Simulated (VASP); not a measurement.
# AlN (P6_3mc) in VASP: further runs

The runs below take AlN through relaxation of cell and atoms, with PBE.

Program: VASP 6.6.1. These are calculated values, not measurements. Logs are shortened: lines on timing, memory, paths and dates and some standing lists are left out, and cuts for length are marked.

## (1) Starting point

Symmetry: P6_3mc, No. 186, hexagonal system. Conventional cell: a = 3.113 Å, b = 3.113 Å, c = 4.981 Å, α = 90.00°, β = 90.00°, γ = 120.00°. Al (site symmetry 3m) is surrounded by 4 N at 1.89 Å. Around N (site symmetry 3m) lie 4 Al at 1.89 Å.

## (2) Relaxation of cell and atoms, PBE

Contents of INCAR:

```
SYSTEM = AlN
PREC = Accurate
ENCUT = 520
EDIFF = 1E-7
ISMEAR = 0
SIGMA = 0.02
LREAL = .False.
LASPH = .True.
NELM = 80
ALGO = Normal
ISIF = 3
LWAVE = .False.
LCHARG = .False.
GGA = PE
IBRION = 2
NSW = 80
EDIFFG = -0.002
```

Contents of KPOINTS:

```
Automatic mesh
0
Gamma
  3 3 1
  0 0 0
```

Contents of POSCAR:

```
AlN
1.0
    3.1130000000      0.0000000000      0.0000000000
   -1.5565000000      2.6959370800      0.0000000000
    0.0000000000      0.0000000000      4.9810000000
Al N
2 2
Direct
    0.3333333300      0.6666666700      0.0000000000
    0.6666666700      0.3333333300      0.5000000000
    0.3333333300      0.6666666700      0.3800000000
    0.6666666700      0.3333333300      0.8800000000
```

Potentials or basis: VASP PAW PBE potentials, release 64 (Al, N).

Run with:

```sh
cat potpaw_PBE.64/Al/POTCAR potpaw_PBE.64/N/POTCAR > POTCAR
mpirun -np 1 vasp_std > vasp.out
```

OUTCAR:

```text
SYSTEM = AlN
   PREC = Accurate
   ENCUT = 520
   EDIFF = 1E-7
   ISMEAR = 0
   LREAL = .False.
   LASPH = .True.
   NELM = 80
   ISIF = 3
   GGA = PE
   IBRION = 2
   NSW = 80
   EDIFFG = -0.002

 ion  position               nearest neighbor table
   1  0.333  0.667  0.000-   3 1.89   4 1.89   4 1.89   4 1.89   2 3.07   2 3.07   2 3.07   2 3.07
                             2 3.07   2 3.07
   2  0.667  0.333  0.500-   4 1.89   3 1.89   3 1.89   3 1.89   1 3.07   1 3.07   1 3.07   1 3.07
                             1 3.07   1 3.07
   3  0.333  0.667  0.380-   1 1.89   2 1.89   2 1.89   2 1.89
   4  0.667  0.333  0.880-   2 1.89   1 1.89   1 1.89   1 1.89

  LATTYP: Found a hexagonal cell.
 ALAT       =     3.1130000000
 C/A-ratio  =     1.6000642467

  Lattice vectors:

 A1 = (   3.1130000000,   0.0000000000,   0.0000000000)
 A2 = (  -1.5565000000,   2.6959370800,   0.0000000000)
 A3 = (   0.0000000000,   0.0000000000,   4.9810000000)

Analysis of symmetry for initial positions (statically):
=====================================================================
 Subroutine PRICEL returns:
 Original cell was already a primitive cell.

 Routine SETGRP: Setting up the symmetry group for a
 hexagonal supercell.

 Subroutine GETGRP returns: Found 12 space group operations
 (whereof  6 operations were pure point group operations)
 out of a pool of 24 trial point group operations.

The static configuration has the point symmetry C_3v.
 The point group associated with its full space group is C_6v.

Analysis of symmetry for dynamics (positions and initial velocities):
=====================================================================
 Subroutine PRICEL returns:
 Original cell was already a primitive cell.

 Routine SETGRP: Setting up the symmetry group for a
 hexagonal supercell.

 Subroutine GETGRP returns: Found 12 space group operations
 (whereof  6 operations were pure point group operations)
 out of a pool of 24 trial point group operations.

The dynamic configuration has the point symmetry C_3v.
 The point group associated with its full space group is C_6v.

 Subroutine INISYM returns: Found 12 space group operations
 (whereof  6 operations are pure point group operations),
 and found     1 'primitive' translations

----------------------------------------------------------------------------------------

                                     Primitive cell

  volume of cell :      41.8028

  direct lattice vectors                    reciprocal lattice vectors
     3.113000000  0.000000000  0.000000000     0.321233537  0.185464269  0.000000000
    -1.556500000  2.695937080  0.000000000     0.000000000  0.370928538  0.000000000
     0.000000000  0.000000000  4.981000000     0.000000000  0.000000000  0.200762899

  length of vectors
     3.113000000  3.112999998  4.981000000     0.370928538  0.370928538  0.200762899

  position of ions in fractional coordinates (direct lattice)
     0.333333330  0.666666670  0.000000000
     0.666666670  0.333333330  0.500000000
     0.333333330  0.666666670  0.380000000
     0.666666670  0.333333330  0.880000000

  ion indices of the primitive-cell ions
   primitive index   ion index
                 1           1
                 2           2
                 3           3
                 4           4

----------------------------------------------------------------------------------------

 KPOINTS: Automatic mesh

Automatic generation of k-mesh.
 Grid dimensions read from file:
 generate k-points for:    3    3    1

 Generating k-lattice:

  Cartesian coordinates                     Fractional coordinates (reciprocal lattice)
     0.107077846  0.061821423  0.000000000     0.333333333 -0.000000000  0.000000000
     0.000000000  0.123642846  0.000000000     0.000000000  0.333333333  0.000000000
     0.000000000  0.000000000  0.200762899     0.000000000  0.000000000  1.000000000

  Length of vectors
     0.123642846  0.123642846  0.200762899

  Shift w.r.t. Gamma in fractional coordinates (k-lattice)
     0.000000000  0.000000000  0.000000000

 Subroutine IBZKPT returns following result:
 ===========================================

 Found      3 irreducible k-points:

 Following reciprocal coordinates:
            Coordinates               Weight
  0.000000  0.000000  0.000000      1.000000
  0.333333  0.000000  0.000000      6.000000
  0.333333  0.333333  0.000000      2.000000
   k-points           NKPTS =      3   k-points in BZ     NKDIM =      3   number of bands    NBANDS=     12
   number of dos      NEDOS =    301   number of ions     NIONS =      4
   total plane-waves  NPLWV =  23040
   dimension x,y,z NGX =    24 NGY =   24 NGZ =   40
   dimension x,y,z NGXF=    48 NGYF=   48 NGZF=   80
   ions per type =               2   2
   NGX,Y,Z   is equivalent  to a cutoff of  12.82, 12.82, 13.35 a.u.
   NGXF,Y,Z  is equivalent  to a cutoff of  25.63, 25.63, 26.70 a.u.
 SYSTEM =  AlN
   PREC   = accura    normal or accurate (medium, high low for compatibility)
   ISTART =      0    job   : 0-new  1-cont  2-samecut
   ICHARG =      2    charge: 1-file 2-atom 10-const
   ISPIN  =      1    spin polarized calculation?
   LNONCOLLINEAR =      F non collinear calculations
   LSORBIT =      F    spin-orbit coupling
   LASPH  =      T    aspherical Exc in radial PAW
   ENCUT  =  520.0 eV  38.22 Ry    6.18 a.u.   5.79  5.79  9.26*2*pi/ulx,y,z
   NELM   =     80;   NELMIN=  2; NELMDL= -5     # of ELM steps
   EDIFF  = 0.1E-06   stopping-criterion for ELM
   LREAL  =      F    real-space projection
   EDIFFG = -.2E-02   stopping-criterion for IOM
   NSW    =     80    number of steps for IOM
   IBRION =      2    ionic relax: 0-MD 1-quasi-New 2-CG
   NFREE  =      1    steps in history (QN), initial steepest desc. (CG)
   ISIF   =      3    stress and relaxation
   ISYM   =      2    0-nonsym 1-usesym 2-fastsym
   POTIM  = 0.5000    time-step for ionic-motion
   TEBEG  =    0.0;   TEEND  =   0.0 temperature during run
   PSTRESS=    0.0 pullay stress
   NELECT =      16.0000    total number of electrons
   NUPDOWN=      -1.0000    fix difference up-down
   EMIN   =  10.00;   EMAX   =-10.00  energy-range for DOS
   EFERMI =   0.00;   METHOD = LEGACY
   ISMEAR =     0;   SIGMA  =   0.02  broadening in eV -4-tet -1-fermi 0-gaus
   EFERMI_NEDOS =   21; number of points for ismear=-14 and -15
   IALGO  =     38    algorithm
   IMIX   =      4    mixing-type and parameters
     AMIX     =   0.40;   BMIX     =  1.00
     AMIX_MAG =   1.60;   BMIX_MAG =  1.00
  volume/ion in A,a.u.               =      10.45        70.52
  Fermi-wavevector in a.u.,A,eV,Ry     =   1.188629  2.246183 19.222843  1.412839
  Thomas-Fermi vector in A             =   2.324754
   LORBIT       =      0    0 simple, 1 ext, 2 COOP (PROOUT), +10 PAW based schemes
   GGA     = PE    functional components
   LHFCALC =     F    Hartree Fock is set to
   AEXX    =    0.0000 exact exchange contribution
   IVDW    =     0    specifies the selected vdW correction
   LEPSILON=     F    determine dielectric tensor
   LRPA    =     F    only Hartree local field effects (RPA)
 conjugate gradient relaxation of ions
 non-spin polarized calculation
 Gauss-broadening in eV      SIGMA  =   0.02
  energy-cutoff  :      520.00
  volume of cell :       41.80
 maximum number of plane-waves:      1152
 NGX is ok and might be reduce to    24
   NGX = 11   NGY = 11   NGZ = 19

--------------------------------------- Ionic step        1  -------------------------------------------

 number of electron      15.9999997 magnetization

 Free energy of the ion-electron system (eV)
  ---------------------------------------------------
  ext. energy  EPLUGINS =         0.00000000
  ---------------------------------------------------
  free energy    TOTEN  =       -29.79408132 eV

  energy without entropy =      -29.79408132  energy(sigma->0) =      -29.79408132

------------------------ aborting loop because EDIFF is reached ----------------------------------------

  FORCE on cell =-STRESS in cart. coord.  units (eV):
  Direction    XX          YY          ZZ          XY          YZ          ZX
  --------------------------------------------------------------------------------------
  -------------------------------------------------------------------------------------
  Total        1.3144967      1.3144967      0.1137902      0.0000000      0.0000000      0.0000000
  in kB       50.3807551     50.3807551      4.3612410      0.0000000      0.0000000      0.0000000
  external PRESSURE =      35.0409171 kB  Pullay stress =       0.0000000 kB
[... 213 lines left out ...]
  energy  without entropy=      -29.8174346721  energy(sigma->0) =      -29.81743467

--------------------------------------- Ionic step        7  -------------------------------------------

 number of electron      16.0000000 magnetization

 Free energy of the ion-electron system (eV)
  ---------------------------------------------------
  ext. energy  EPLUGINS =         0.00000000
  ---------------------------------------------------
  free energy    TOTEN  =       -29.81747082 eV

  energy without entropy =      -29.81747082  energy(sigma->0) =      -29.81747082

 E-fermi :   6.2731     XC(G=0): -10.8285

 val. band max:        6.1847366851   @ k =   0.0000   0.0000   0.0000
 cond. band min:      10.1019293923   @ k =   0.0000   0.0000   0.0000
 fundamental gap:      3.9171927072
 Fermi energy:         6.2731434682

 k-point     1 :       0.0000    0.0000    0.0000
  band No.  band energies     occupation
      1      -9.0759      2.00000
      2      -6.8843      2.00000
      3       0.1884      2.00000
      4       5.0379      2.00000
      5       5.0379      2.00000
      6       5.7496      2.00000
      7       5.7496      2.00000
      8       6.1847      2.00000
      9      10.1019      0.00000
     10      12.3444      0.00000
     11      16.6836      0.00000
     12      16.8260      0.00000

 k-point     2 :       0.3333    0.0000    0.0000
  band No.  band energies     occupation
      1      -7.8799      2.00000
      2      -6.4330      2.00000
      3       1.5371      2.00000
      4       1.6983      2.00000
      5       2.7460      2.00000
      6       4.0756      2.00000
      7       5.2364      2.00000
      8       5.4493      2.00000
      9      12.1211      0.00000
     10      12.7701      0.00000
     11      13.8674      0.00000
     12      16.1151      0.00000

 k-point     3 :       0.3333    0.3333    0.0000
  band No.  band energies     occupation
      1      -6.6550      2.00000
      2      -6.6550      2.00000
      3       1.2245      2.00000
      4       2.2572      2.00000
      5       2.2572      2.00000
      6       3.6625      2.00000
      7       3.6947      2.00000
      8       3.6947      2.00000
      9      11.2205      0.00000
     10      14.2438      0.00000
     11      15.5391      0.00000
     12      15.5391      0.00000
[... 29 lines left out ...]
  FREE ENERGIE OF THE ION-ELECTRON SYSTEM (eV)
  ---------------------------------------------------
  free  energy   TOTEN  =       -29.8174708160 eV

  energy  without entropy=      -29.8174708160  energy(sigma->0) =      -29.81747082

 reached required accuracy - stopping structural energy minimisation
```

Wall time 15 s (1 thread of Intel Xeon Platinum 8488C (Sapphire Rapids), shared host); peak memory 0.14 GiB.

Results:

```
Free energy                            : -29.8175 eV
Relaxed volume                         : 10.61 Å³/atom
Relaxed cell                           : a = 3.152 Å, b = 3.152 Å, c = 4.934 Å, α = 90.00°, β = 90.00°, γ = 120.00°
Space group after relaxing (to 0.05 Å) : P6_3mc (No. 186)
Energy gained by relaxing              : 5.8 meV/atom
Ionic steps                            : 7
Pressure after relaxing                : 0.0 GPa
Band gap on the k mesh                 : 3.92 eV, direct
```

Step by step:
```csv
step,energy change (eV),largest force (eV/Å),pressure (GPa),volume (Å³)
1,0.0000,0.2111,3.50,41.80
2,-0.0136,0.0968,-3.18,43.20
3,-0.0171,0.1324,-1.17,42.76
4,-0.0227,0.0536,-0.34,42.54
5,-0.0234,0.0182,0.07,42.43
6,-0.0234,0.0184,-0.06,42.46
7,-0.0234,0.0005,0.01,42.45
```

Final structure:
```yaml
crystal:
  lattice:
    - [3.15181, 0.00000, 0.00000]
    - [-1.57590, 2.72955, 0.00000]
    - [0.00000, 0.00000, 4.93391]
  atoms:
    - { symbol: Al, position: [0.33333, 0.66667, 0.99619] }
    - { symbol: Al, position: [0.66667, 0.33333, 0.49619] }
    - { symbol: N, position: [0.33333, 0.66667, 0.38381] }
    - { symbol: N, position: [0.66667, 0.33333, 0.88381] }
```

Caveat: the k mesh is coarse (spacing up to 1.26 Å⁻¹), so the values aren't converged. PBE usually gives volumes a little too large and moduli too small.

(Part 1 of 2 ends here.)
